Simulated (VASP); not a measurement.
# GaP (F-43m) in VASP: notebook, part 2 of 2

VASP 6.6.1. Earlier steps stand in the parts before.

## (3) Dielectric tensor, LDA

File INCAR:

```
PREC = Accurate ; ENCUT = 520
EDIFF = 1E-8 ; ISMEAR = 0
SIGMA = 0.01 ; LREAL = F
LASPH = T ; NELM = 100
ALGO = Normal ; ISIF = 2
LWAVE = F ; LCHARG = F
LEPSILON = T
```

File KPOINTS:

```
Automatic mesh
0
Gamma
  8 8 8
```

File POSCAR:

```
GaP
1.0
    0.0000000000      2.7252500000      2.7252500000
    2.7252500000      0.0000000000      2.7252500000
    2.7252500000      2.7252500000      0.0000000000
Ga P
1 1
Direct
    0.0000000000      0.0000000000      0.0000000000
    0.7500000000      0.7500000000      0.7500000000
```

Potentials or basis: VASP PAW LDA potentials, release 64 (Ga_d, P).

Command:

```console
$ cat potpaw_LDA.64/Ga_d/POTCAR potpaw_LDA.64/P/POTCAR > POTCAR
$ mpirun -np 1 vasp_std > vasp.out
```

OUTCAR:

```text
PREC = Accurate
   ENCUT = 520
   EDIFF = 1E-8
   ISMEAR = 0
   LREAL = F
   LASPH = T
   NELM = 100
   ISIF = 2
   LEPSILON = T

 Found     29 irreducible k-points:

 Following reciprocal coordinates:
            Coordinates               Weight
  0.000000  0.000000  0.000000      1.000000
  0.125000  0.000000  0.000000      8.000000
  0.250000  0.000000  0.000000      8.000000
  0.375000  0.000000  0.000000      8.000000
  0.500000  0.000000  0.000000      4.000000
  0.125000  0.125000  0.000000      6.000000
   k-points           NKPTS =     29   k-points in BZ     NKDIM =     29   number of bands    NBANDS=     13
   number of dos      NEDOS =    301   number of ions     NIONS =      2
   total plane-waves  NPLWV =  27000
   dimension x,y,z NGX =    30 NGY =   30 NGZ =   30
   dimension x,y,z NGXF=    60 NGYF=   60 NGZF=   60
   ions per type =               1   1
   NGX,Y,Z   is equivalent  to a cutoff of  12.94, 12.94, 12.94 a.u.
   NGXF,Y,Z  is equivalent  to a cutoff of  25.88, 25.88, 25.88 a.u.
 SYSTEM =  unknown system
   PREC   = accura    normal or accurate (medium, high low for compatibility)
   ISTART =      0    job   : 0-new  1-cont  2-samecut
   ICHARG =      2    charge: 1-file 2-atom 10-const
   ISPIN  =      1    spin polarized calculation?
   LNONCOLLINEAR =      F non collinear calculations
   LSORBIT =      F    spin-orbit coupling
   LASPH  =      T    aspherical Exc in radial PAW
   ENCUT  =  520.0 eV  38.22 Ry    6.18 a.u.   7.17  7.17  7.17*2*pi/ulx,y,z
   NELM   =    100;   NELMIN=  2; NELMDL= -5     # of ELM steps
   EDIFF  = 0.1E-07   stopping-criterion for ELM
   LREAL  =      F    real-space projection
   EDIFFG = 0.1E-06   stopping-criterion for IOM
   NSW    =      0    number of steps for IOM
   IBRION =     -1    ionic relax: 0-MD 1-quasi-New 2-CG
   NFREE  =      0    steps in history (QN), initial steepest desc. (CG)
   ISIF   =      2    stress and relaxation
   ISYM   =      2    0-nonsym 1-usesym 2-fastsym
   POTIM  = 0.5000    time-step for ionic-motion
   TEBEG  =    0.0;   TEEND  =   0.0 temperature during run
[... 170 lines left out ...]
          12.636313     0.000000    -0.000000
           0.000000    12.636313     0.000000
          -0.000000     0.000000    12.636313
 ------------------------------------------------------

 Free energy of the ion-electron system (eV)
  ---------------------------------------------------
  ---------------------------------------------------
  free energy    TOTEN  =        -1.28673037 eV

  energy without entropy =       -1.28673037

------------------------ aborting loop because EDIFF is reached ----------------------------------------

--------------------------------------- Ionic step        2  -------------------------------------------

------------------------ aborting loop because EDIFF is reached ----------------------------------------

--------------------------------------- Ionic step        3  -------------------------------------------

 Free energy of the ion-electron system (eV)
  ---------------------------------------------------
  ---------------------------------------------------
  free energy    TOTEN  =        -1.28673112 eV

  energy without entropy =       -1.28673112

------------------------ aborting loop because EDIFF is reached ----------------------------------------

 PIEZOELECTRIC TENSOR FIELD DIRECTION 3  (e Angst)
 -----------------------------------------------------------------------------
    -0.00040  2.04270  0.00000           (  0.00000  0.03691  0.00000)
     2.04270 -0.00040  0.00000           (  0.03691  0.00000  0.00000)
     0.00000  0.00000 -0.00101           (  0.00000  0.00000 -0.00000)

 PIEZOELECTRIC TENSOR FIELD DIRECTION 3  (C/m^2)
 -----------------------------------------------------------------------------
    -0.00016  0.80847  0.00000
     0.80847 -0.00016  0.00000
     0.00000  0.00000 -0.00040

 MACROSCOPIC STATIC DIELECTRIC TENSOR (including local field effects in DFT)
 ------------------------------------------------------
          11.909836     0.000000    -0.000000
          -0.000000    11.909836     0.000000
          -0.000000     0.000000    11.909836
 ------------------------------------------------------

 PIEZOELECTRIC TENSOR (including local field effects)  for field in x, y, z        (e  Angst)
          XX          YY          ZZ          XY          YZ          ZX
  --------------------------------------------------------------------------------
  x     0.00000     0.00000     0.00000     0.00000     2.05004    -0.00000
  y     0.00000    -0.00000     0.00000    -0.00000     0.00000     2.05004
  z     0.00000     0.00000    -0.00000     2.05004    -0.00000     0.00000

 PIEZOELECTRIC TENSOR (including local field effects)  for field in x, y, z        (C/m^2)
          XX          YY          ZZ          XY          YZ          ZX
  --------------------------------------------------------------------------------
  x     0.00000     0.00000     0.00000     0.00000     0.81138    -0.00000
  y     0.00000    -0.00000     0.00000    -0.00000     0.00000     0.81138
  z     0.00000     0.00000    -0.00000     0.81138    -0.00000     0.00000

 BORN EFFECTIVE CHARGES (including local field effects) (in |e|, cummulative output)
 ---------------------------------------------------------------------------------
 ion    1
    1     2.17939     0.00000     0.00000
    2     0.00000     2.17939     0.00000
    3     0.00000     0.00000     2.17939
 ion    2
    1    -2.17939     0.00000     0.00000
    2    -0.00000    -2.17939    -0.00000
    3     0.00000     0.00000    -2.17939
```

stdout:

```text
POSCAR found type information on POSCAR GaP
 POSCAR found :  2 types and       2 ions
 scaLAPACK will be used
 LDA part: xc-table for (Slater(with rela. corr.)+CA(PZ))
 , standard interpolation
 POSCAR, INCAR and KPOINTS ok, starting setup
 FFT: planning ... GRIDC
 FFT: planning ... GRID_SOFT
 FFT: planning ... GRID
 WAVECAR not read
 entering main loop
 Linear response reoptimize wavefunctions to high precision
 Linear response G [H, r] |phi>, progress :
  Direction:   1
 Linear response G [H, r] |phi>, progress :
  Direction:   2
 Linear response G [H, r] |phi>, progress :
  Direction:   3
 Linear response to external field (no local field effect), progress :
  Direction:   1
 dielectric tensor                  component  1 :    15.226     8.073     1.861
 Linear response to external field (no local field effect), progress :
  Direction:   2
 dielectric tensor                  component  2 :     8.072    15.556    -2.167
 Linear response to external field (no local field effect), progress :
  Direction:   3
 dielectric tensor                  component  3 :     1.865    -2.168     7.127
 Linear response to external field, progress :
  Direction:   1
 dielectric tensor                  component  1 :    11.910     3.769     1.693
 Linear response to external field, progress :
  Direction:   2
 dielectric tensor                  component  2 :     3.674    11.910     1.599
 Linear response to external field, progress :
  Direction:   3
 dielectric tensor                  component  3 :     2.948     2.514    11.910
 Born effective charges drift removed
```

It took 5.6 min on 1 thread of Intel Xeon Platinum 8259CL at 2.50GHz (Skylake/Cascade Lake), shared host; peak memory 0.26 GiB.

These settings aren't checked as converged: the numbers below hold their error.

Results:

```
Band gap on the k mesh                  : 1.49 eV, indirect (least direct gap 1.64 eV)
Electronic dielectric tensor (diagonal) : 11.91
Born charges (mean of the diagonal)     : Ga +2.18; P -2.18 e
```
